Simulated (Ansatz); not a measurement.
Input and command of a plane-wave DFT calculation in Ansatz:

```yaml
crystal:
  lattice:
    - [3.4536657535, 0.0, 0.0]
    - [0.0, 3.4536657535, 0.0]
    - [0.0, 0.0, 3.537815985]
  atoms:
    - { symbol: Si, position: [0.0, 0.0, 0.0] }
    - { symbol: Ni, position: [0.0, 0.5, 0.5] }
    - { symbol: Ni, position: [0.5, 0.0, 0.5] }
    - { symbol: Ni, position: [0.5, 0.5, 0.0] }
basis:
  ecutwfc: 420
kpoints:
  mp_grid: { grid: [14, 14, 14] }
hamiltonian:
  xc: pbe
scf:
  occupations: { method: gaussian, width: 0.1 }
output:
  forces: true
  stress: true
  eigenvalues: true
relax:
  adjacent_minimum: "off"
  f_tol: 0.008
  max_steps: 40
  cell: { stress_tol: 0.015, fix: [a, b, gamma] }
```

```bash
ansatz run input.yaml --threads 1 --pin off --max-ram 2560MiB --backend cpu --events-out ev --progress --plain --runs-dir out
```

Processor: Arm Neoverse V2, 1 thread, on a host shared with other jobs.

Q: How long does it run, and how much memory does it take?

A: About 91 s on 1 thread of Arm Neoverse V2, on a shared host, peak memory 0.57 GiB. It solves 35 bands at 288 k points (the mesh reduced by the symmetry that the task leaves, which can be less than the crystal's) with about 815 plane waves (on the last cell), in 31 SCF iterations over 5 ionic steps.
